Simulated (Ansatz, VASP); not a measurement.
## Mo: VASP beside Ansatz

File INCAR:

```
PREC = Accurate
ENCUT = 520
EDIFF = 1E-7
ISMEAR = 0
SIGMA = 0.15
LREAL = F
LASPH = T
NELM = 60
ALGO = Fast
ISIF = 2
LWAVE = F
LCHARG = T
GGA = PE
LELF = T
LVHAR = T
NBANDS = 13
```

KPOINTS

```
regular mesh
0
Gamma
  22 22 22
```

Contents of POSCAR:

```
Mo
1.0
   -1.3709551624      1.5873023987      1.5873023987
    1.5873023987     -1.3709551624      1.5873023987
    1.5873023987      1.5873023987     -1.3709551624
Mo
1
Direct
    0.0000000000      0.0000000000      0.0000000000
```

Input for Ansatz:

```yaml
crystal:
  lattice:
    - [-1.3709551624, 1.5873023987, 1.5873023987]
    - [1.5873023987, -1.3709551624, 1.5873023987]
    - [1.5873023987, 1.5873023987, -1.3709551624]
  atoms:
    - { symbol: Mo, position: [0.0, 0.0, 0.0] }
basis:
  ecutwfc: 420
kpoints:
  mp_grid: { grid: [22, 22, 22] }
hamiltonian:
  xc: pbe
  pseudopotentials: { kind: paw, azcp: { folder: soft_1 } }
scf:
  occupations: { method: gaussian, width: 0.15 }
output:
  forces: true
  stress: true
  eigenvalues: true
```

Alike in both runs: task single point; functional PBE; k mesh 22 × 22 × 22; occupations gaussian, width 0.15 eV; no spin polarisation.

|  | VASP | Ansatz |
| --- | --- | --- |
| version | VASP 6.6.1 | Ansatz 0.2.0 |
| potentials or method | VASP PAW PBE potentials, release 64 (Mo_sv) | scalar-relativistic, plane waves, PAW |
| plane-wave cutoff (eV) | 520 | 420 |
| valence electrons in the cell | 14 | 14 |

```csv
,VASP,Ansatz,Ansatz less VASP
gap on the k mesh at the Fermi level (eV),none,none,-
pressure (GPa),6.1,5.6,-0.55
largest component of the traceless stress (GPa),10.44,10.38,-0.058
```

A gap of «none» marks a metal or a gap that the smearing closes.
